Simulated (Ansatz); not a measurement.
NbAs in Ansatz: the effect of target pressure

NbAs:

```
CELL_PARAMETERS angstrom
-1.72585 1.72585 5.84000
1.72585 -1.72585 5.84000
1.72585 1.72585 -5.84000
ATOMIC_POSITIONS crystal
Nb 0.50000 0.00000 0.50000
Nb 0.75000 0.75000 0.00000
As 0.91600 0.41600 0.50000
As 0.16600 0.16600 0.00000
```

Alike in all runs:

- Program: Ansatz 0.2.0
- Task: relaxation of cell and atoms
- Functional: PBEsol
- Potentials or basis: Ansatz PAW
- Cutoff: 420 eV (not typed: the program's choice for these potentials)
- k mesh: 11 × 11 × 11
- Occupations: fermi-dirac, width 0.05 eV
- Spin: no spin polarisation

Each run relaxes the cell or the atoms first.

```tsv
target pressure	relaxed volume (Å³/atom)
0 GPa	?
2 GPa	16.96
5 GPa	16.69
10 GPa	16.29
20 GPa	15.61
30 GPa	15.05
```

Question: What does the run with target pressure 0 GPa give?

Answer: Relaxed volume 17.15 Å³/atom.

Worked out: In Murnaghan's law V^(-B') rises as a straight line in P. The other rows fit best with B' = 4.0, V0 = 17.15 Å³/atom and B0 = 175 GPa, which gives 17.15 Å³/atom at 0 GPa, against the run's 17.15.

Caveats: the plane-wave basis is chosen anew once the cell has moved, so the energies of steps on either side of that aren't comparable; the PAW data sets come from PBE, with cores solved anew for the run's functional, which leaves a small shift of forces and pressure.

Runs at the PBE level aren't shown here.
